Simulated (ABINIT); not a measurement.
# BP (F-43m): G0W0 with ABINIT, start to end

Aim: the G0W0 gap of BP (F-43m) on PBE, step by step.

Program: ABINIT 10.8.3. Level of theory: PBE and many-body steps on it, plane waves. Results are calculated unless marked as measured.

### Step 1. Set-up

Symmetry: F-43m, No. 216, cubic system. Conventional cell: a = 4.538 Å, b = 4.538 Å, c = 4.538 Å, α = 90.00°, β = 90.00°, γ = 90.00°. Nearest to B lie 4 P at 1.97 Å. Nearest to P lie 4 B at 1.97 Å. Farther neighbours are not listed.

The cell and positions come from the Crystallography Open Database and are kept as given unless a step says otherwise.

### Step 2. Ground state

This step: ABINIT 10.8.3; DFT, PBE, plane waves, norm-conserving pseudopotentials.

The ground-state density comes first.

Contents of run.abi:

```
acell 3*1.0 Angstrom
rprim 
  0.000000000000 2.269000000000 2.269000000000
  2.269000000000 0.000000000000 2.269000000000
  2.269000000000 2.269000000000 0.000000000000
ntypat 2
znucl 5 15
natom 2
typat 1 2
xred 
  0.000000000000 0.000000000000 0.000000000000
  0.250000000000 0.250000000000 0.250000000000
pp_dirpath "pseudos"
pseudos "B.upf, P.upf"
ecut 34
ngkpt 8 8 8
nshiftk 1
shiftk 0 0 0
kptopt 1
chksymbreak 0
nband 9
occopt 1
tolvrs 1e-10
nstep 60
prtwf 0
optforces 0
optstress 0
indata_prefix "in"
outdata_prefix "out"
tmpdata_prefix "tmp"
```

The run is started by

```
$ OMP_NUM_THREADS=1 mpirun -n 4 abinit run.abi > log
```

Numbers of over 12 decimals in the logs are rounded to 6 here.

Log:

```text
.Version 10.8.3 of ABINIT. v10.8.2 released Aug 2026.

 Symmetries : space group F-4 3 m (#216); Bravais cF (face-center cubic)
================================================================================
 Values of the parameters that define the memory need of the present run
     intxc =       0    ionmov =       0      iscf =       7    lmnmax =       6
     lnmax =       6     mgfft =      32  mpssoang =       3    mqgrid =    3001
     natom =       2  nloc_mem =       1    nspden =       1   nspinor =       1
    nsppol =       1      nsym =      24    n1xccc =    2501    ntypat =       2
    occopt =       1   xclevel =       2
-    mband =           9        mffmem =           1         mkmem =           8
       mpw =        1506          nfft =       32768          nkpt =          29
================================================================================
  Rough estimation (10% accuracy) of disk space for files :
================================================================================

--------------------------------------------------------------------------------
------------- Echo of variables that govern the present computation ------------
--------------------------------------------------------------------------------
 -outvars: echo values of preprocessed input variables --------
            acell      1.8897261259E+00  1.8897261259E+00  1.8897261259E+00 Bohr

      chksymbreak           0
             ecut      3.40000000E+01 Hartree
-          fftalg         312

              ixc     -101130
              kpt      0.00000000E+00  0.00000000E+00  0.00000000E+00
                       1.25000000E-01  0.00000000E+00  0.00000000E+00
                       2.50000000E-01  0.00000000E+00  0.00000000E+00
                       3.75000000E-01  0.00000000E+00  0.00000000E+00
                       5.00000000E-01  0.00000000E+00  0.00000000E+00
                       1.25000000E-01  1.25000000E-01  0.00000000E+00
                       2.50000000E-01  1.25000000E-01  0.00000000E+00
                       3.75000000E-01  1.25000000E-01  0.00000000E+00
                       5.00000000E-01  1.25000000E-01  0.00000000E+00
   [... 18 further rows ...]
                      -3.75000000E-01  5.00000000E-01  1.25000000E-01
                      -2.50000000E-01  5.00000000E-01  2.50000000E-01
         kptrlatt        8    0    0      0    8    0      0    0    8
          kptrlen      4.85107901E+01
P           mkmem           8
            natom           2
            nband           9
            ngfft          32      32      32
             nkpt          29
            nstep          60
             nsym          24
           ntypat           2
              occ      2.000000  2.000000  2.000000  2.000000  0.000000  0.000000
[...]
optforces           0
        optstress           0
            prtwf           0
            rprim      0.0000000000E+00  2.2690000000E+00  2.2690000000E+00
[...]
spgroup         216

           tolvrs      1.00000000E-10

             xred      0.0000000000E+00  0.0000000000E+00  0.0000000000E+00
[...]
znucl        5.00000   15.00000

================================================================================

 chkinp: Checking input parameters for consistency.

================================================================================
== DATASET  1 ==================================================================
-   mpi_nproc: 4, omp_nthreads: 1 (-1 if OMP is not activated)

--- !DatasetInfo
iteration_state: {dtset: 1, }
dimensions: {natom: 2, nkpt: 29, mband: 9, nsppol: 1, nspinor: 1, nspden: 1, mpw: 1506, }
cutoff_energies: {ecut:  34.0, pawecutdg:  -1.0, }
electrons: {nelect:   8.00000000E+00, charge:   0.00000000E+00, occopt:   1.00000000E+00, tsmear:   1.00000000E-02, }

 Real(R)+Recip(G) space primitive vectors, cartesian coordinates (Bohr,Bohr^-1):
 R(1)=  0.0000000  4.2877886  4.2877886  G(1)= -0.1166102  0.1166102  0.1166102
 R(2)=  4.2877886  0.0000000  4.2877886  G(2)=  0.1166102 -0.1166102  0.1166102
 R(3)=  4.2877886  4.2877886  0.0000000  G(3)=  0.1166102  0.1166102 -0.1166102
 Unit cell volume ucvol=  1.5766311E+02 bohr^3
 Angles (23,13,12)=  6.00000000E+01  6.00000000E+01  6.00000000E+01 degrees

 getcut: wavevector=  0.0000  0.0000  0.0000  ngfft=  32  32  32
         ecut(hartree)=     34.000   => boxcut(ratio)=   2.01047

--- Pseudopotential description ------------------------------------------------
- B Generated using ONCVPSP code by D. R. Hamann
-  5.00000   3.00000  171031                  znucl, zion, pspdat
12 -101130 1 -1 1534                          pspcod,pspxc,lmax,lloc,mmax
     nproj     2     2     0
  pspatm : epsatm=    3.38844616
         --- l  ekb(1:nproj) -->
[...]
pspatm: atomic psp has been read  and splines computed

- P Generated using ONCVPSP code by D. R. Hamann
- 15.00000   5.00000  171031                  znucl, zion, pspdat
12 -101130 2 -1 1298                          pspcod,pspxc,lmax,lloc,mmax
     nproj     2     2     2
  pspatm : epsatm=    8.05910421
         --- l  ekb(1:nproj) -->
[...]
2   -3.154982   -0.827415
 pspatm: atomic psp has been read  and splines computed

   9.15804030E+01                                ecore*ucvol(ha*bohr**3)
--------------------------------------------------------------------------------

_setup2: Arith. and geom. avg. npw (full set) are    1493.475    1493.449

================================================================================

--- !BeginCycle
iteration_state: {dtset: 1, }
solver: {iscf: 7, nstep: 60, nline: 4, wfoptalg: 0, }
tolerances: {tolvrs: 1.00E-10, }

     iter   Etot(hartree)      deltaE(h)  residm     vres2
 ETOT  1  -9.869870    -9.870E+00 5.216E-02 9.030E+01
 ETOT  2  -9.892252    -2.238E-02 4.815E-03 1.817E+01
 ETOT  3  -9.896686    -4.435E-03 5.351E-03 1.261E-01
 ETOT  4  -9.896710    -2.323E-05 7.433E-03 2.373E-03
 ETOT  5  -9.896710    -1.775E-07 5.378E-03 4.971E-05
 ETOT  6  -9.896710    -3.536E-09 2.331E-03 6.175E-07
 ETOT  7  -9.896710    -5.031E-11 7.999E-04 1.692E-08
 ETOT  8  -9.896710    -9.095E-13 1.683E-04 3.445E-10
 ETOT  9  -9.896710     2.363E-13 6.151E-05 1.548E-12

 At SCF step    9       vres2   =  1.55E-12 < tolvrs=  1.00E-10 =>converged.

--- !ResultsGS
iteration_state: {dtset: 1, }
comment   : Summary of ground state results
lattice_vectors:
- [  0.0000000,   4.2877886,   4.2877886, ]
- [  4.2877886,   0.0000000,   4.2877886, ]
- [  4.2877886,   4.2877886,   0.0000000, ]
lattice_lengths: [   6.06385,    6.06385,    6.06385, ]
lattice_angles: [ 60.000,  60.000,  60.000, ] # degrees, (23, 13, 12)
lattice_volume:   1.5766311E+02
convergence: {deltae:  2.363E-13, res2:  1.548E-12, residm:  6.151E-05, diffor:  0.000E+00, }
etotal    :  -9.89670974E+00
entropy   :   0.00000000E+00
fermie    :   2.67006735E-01
cartesian_stress_tensor: null
pressure_GPa: null
xred      :
- [  0.0000E+00,   0.0000E+00,   0.0000E+00,  B]
- [  2.5000E-01,   2.5000E-01,   2.5000E-01,  P]
cartesian_forces: null
force_length_stats: {min: null, max: null, mean: null, }

 Integrated electronic density in atomic spheres:
 ------------------------------------------------
 Atom  Sphere_radius  Integrated_density
    1        2.00000          2.70990900
    2        2.00000          2.92263652
================================================================================

 ----iterations are completed or convergence reached----

 Mean square residual over all n,k,spin=   47.057E-08; max=  61.505E-06
 reduced coordinates (array xred) for    2 atoms
       0.000000000000      0.000000000000      0.000000000000
       0.250000000000      0.250000000000      0.250000000000
 rms dE/dt=  0.0000E+00; max dE/dt=  0.0000E+00; dE/dt below (all hartree)
    1       0.000000000000      0.000000000000      0.000000000000
    2       0.000000000000      0.000000000000      0.000000000000

 cartesian coordinates (angstrom) at end:
    1      0.000000     0.000000     0.000000
    2      1.134500     1.134500     1.134500
 length scales=  1.889726125908  1.889726125908  1.889726125908 bohr
              =  1.000000000000  1.000000000000  1.000000000000 angstroms
 prteigrs : about to open file out_EIG
 Fermi (or HOMO) energy (hartree) =   0.26701   Average Vxc (hartree)=  -0.39956
 Eigenvalues (hartree) for nkpt=  29  k points:
 kpt#   1, nband=  9, wtk=  0.00195, kpt=  0.0000  0.0000  0.0000 (reduced coord)
  -0.30111    0.26701    0.26701    0.26701    0.39220    0.39220    0.39220    0.53740
   0.69048
 prteigrs : prtvol=0 or 1, do not print more k-points.

--- !EnergyTerms
iteration_state     : {dtset: 1, }
comment             : Components of total free energy in Hartree
kinetic             :  4.64395738634320E+00
hartree             :  6.30836753486013E-01
xc                  : -3.32226206940715E+00
Ewald energy        : -1.04916197636976E+01
psp_core            :  5.80861330051174E-01
local_psp           : -2.96903600272400E+00
non_local_psp       :  1.03055262904094E+00
total_energy        : -9.89670973690743E+00
total_energy_eV     : -2.69303191215349E+02
band_energy         :  2.27567509801296E-01

== END DATASET(S) ==============================================================
================================================================================

 -outvars: echo values of variables after computation  --------
           etotal     -9.8967097369E+00
            nband           9
             nkpt          29
          spgroup         216
 [... the other variables as echoed above ...]

 Calculation completed.
```

Elapsed: 4.1 s, on 4 MPI ranks of Intel Xeon Platinum 8488C (Sapphire Rapids), shared host; peak memory 0.29 GiB; 15 s of CPU time.

This step gave:

```
total energy               : -269.3032 eV
gap                        : 1.280 eV
k of the valence top       : 0, 0, 0
k of the conduction bottom : 0.375, 0.375, 0
least direct gap           : 3.407 eV
```

The gap is indirect, with the least direct gap 2.13 eV higher.

(Part 1 of 3 ends here.)

[Paths, hosts, dates, memory and timing lines, banners, echoed tables and standing remarks are left out of the program output.]

[Logs are printed without paths, hosts, clocks, repeated set-up lines and the standing remarks that a program may print on its own settings, such as how far it seeks lower states.]

[Runs of the session that timed out or met a known fault of the program may be left out.]

[Hosts, paths, dates, database ids (printed as entryN), source tags and the programs' standing remarks are cut or masked in the printed files.]

[G0W0 gaps are taken among the corrected bands and points alone; a level outside them can change the order at an edge.]

[Where Ansatz stands beside ABINIT at settings called matched, ABINIT's density can come from a denser mesh and the files from another edition; pairs whose starting gaps differed by over 0.03 eV were left out, so agreement reads better than it is.]
